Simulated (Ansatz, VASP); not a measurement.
# One calculation of WC (Qusongite), two programs

```xyz
2
Lattice="2.9065 0.0000 0.0000 -1.4532 2.5171 0.0000 0.0000 0.0000 2.8366" Properties=species:S:1:pos:R:3 pbc="T T T"
W     0.0000    0.0000    0.0000
C     1.4533    0.8390    1.4183
```

Alike in both runs: task single point; functional PBE; k mesh 10 × 10 × 9; occupations gaussian, width 0.012 eV; no spin polarisation.

|  | VASP | Ansatz |
| --- | --- | --- |
| version | VASP 6.6.1 | Ansatz 0.2.0 |
| potentials or method | VASP PAW PBE potentials, release 64 (W_sv, C) | Ansatz PAW |
| plane-wave cutoff (eV) | 520 | 420 |
| valence electrons in the cell | 18 | 18 |

Ansatz gave:

```
gap on the k mesh at the Fermi level (eV)       : none
pressure (GPa)                                  : 5.6
largest component of the traceless stress (GPa) : 0.61
```

Task: What did VASP give for the same quantities?

Result: gap on the k mesh at the Fermi level (eV): none; pressure (GPa): 6.7; largest component of the traceless stress (GPa): 0.42.

A gap of «none» marks a metal or a gap that the smearing closes. With one functional, cell and mesh, what is left measures potentials, basis and numerics.

Caveats: the pressure holds a Pulay correction of +0.3 GPa for the finite cutoff (Ansatz). Spin-orbit coupling is left out, which matters for the levels of W.
